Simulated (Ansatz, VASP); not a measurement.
**Two plane-wave programs on GaP**

```xyz
2
Lattice="0.0000 2.8181 2.6714 2.6714 0.0000 2.6714 2.6714 2.8181 0.0000" Properties=species:S:1:pos:R:3 pbc="T T T"
Ga    0.0000    0.0000    0.0000
P     4.0071    4.2271    4.0071
```

Alike in both runs: task single point; functional PBEsol; k mesh 10 × 10 × 10; occupations gaussian, width 0.05 eV; no spin polarisation.

```csv
,VASP,Ansatz
version,VASP 6.6.1,Ansatz 0.2.0
potentials or method,"VASP PAW PBE potentials, release 64 (Ga_d, P)","scalar-relativistic, plane waves, PAW"
plane-wave cutoff (eV),520,420
valence electrons in the cell,18,18
```

Ansatz gave:

```
gap on the k mesh at the Fermi level (eV)       : 1.21
least direct gap on the mesh (eV)               : 1.66
pressure (GPa)                                  : -0.1
largest component of the traceless stress (GPa) : 2.92
```

Task: Which values does VASP return?

Result: gap on the k mesh at the Fermi level (eV): 1.21; least direct gap on the mesh (eV): 1.67; pressure (GPa): -0.1; largest component of the traceless stress (GPa): 2.93.

Ansatz warned: «pseudo_functional_mismatch».

Caveats: the PAW data sets were made with another functional, which shifts forces and pressure a little (VASP). A k mesh can miss the band edges.
